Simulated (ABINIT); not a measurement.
**Fe in ABINIT: convergence with smearing width**

Input of the first run (smearing width 0.272 eV); the others differ in this setting and in those tied to it:

The input run.abi:

```
# Pseudopotentials
pp_dirpath "./"
pseudos "Fe_ONCV_PBE-1.2.upf"

# Structure
acell 4.7230856957 4.7230856957 4.7230856957
rprim
    -0.5773502692     0.5773502692     0.5773502692
     0.5773502692    -0.5773502692     0.5773502692
     0.5773502692     0.5773502692    -0.5773502692
ntypat 1
znucl 26
natom 1
typat 1
xred
     0.0000000000     0.0000000000     0.0000000000

# Plane-wave basis
ecut 1088.455450 eV

# k points
kptopt 1
ngkpt 11 11 11
nshiftk 1
shiftk 0.0 0.0 0.0

# Exchange and correlation
ixc 11

# Bands and occupations
nband 13
occopt 3
tsmear 0.272 eV

# Spin
nsppol 2
spinat
     0.0000000000     0.0000000000     3.0000000000

# SCF cycle
nstep 100
tolvrs 1.0e-10

# Output
iomode 3
prtwf 0
prtden 0
prteig 0
prtebands 0
enunit 1
```

Potentials or basis: SG15 NC PBE v1.2.

The run is started by

```bash
$ abinit run.abi > log 2>&1
```

Hardware: 1 thread of Arm Neoverse V1 (shared host).

Task: The values tried are 0.272 eV, 0.2 eV, 0.136 eV, 0.1 eV, 0.05 eV, 0.025 eV, 0.01 eV, loosest first. From which on does the largest site moment stay within 0.02 μB of the tightest run that finished?

Result: From 0.2 eV on.

| smearing width | energy less the tightest run, at zero smearing (meV/atom) | pressure (GPa) | largest site moment (μB) | SCF cycles | CPU time (s) | peak memory (GiB) |
| --- | --- | --- | --- | --- | --- | --- |
| 0.272 eV | 1.08 | -5.19 | 2.40 | 12 | 52 | 0.08 |
| 0.2 eV | -4.45 | -5.29 | 2.45 | 12 | 53 | 0.08 |
| 0.136 eV | -2.99 | -5.44 | 2.47 | 13 | 54 | 0.08 |
| 0.1 eV | -1.19 | -5.61 | 2.47 | 13 | 54 | 0.08 |
| 0.05 eV | 0.08 | -6.01 | 2.46 | 13 | 55 | 0.08 |
| 0.025 eV | 0.16 | -6.27 | 2.45 | 14 | 59 | 0.08 |
| 0.01 eV | 0.00 | -6.15 | 2.46 | 16 | 66 | 0.08 |

Against the tightest run, the energy stays within 1 meV/atom from 0.05 eV on. Not settled before the last step: the pressure (to 0.1 GPa). Narrower smearing needs a denser k mesh, so at a fixed mesh the narrowest width isn't the most accurate. The tightest run that finished is the yardstick and may itself not be fully converged.
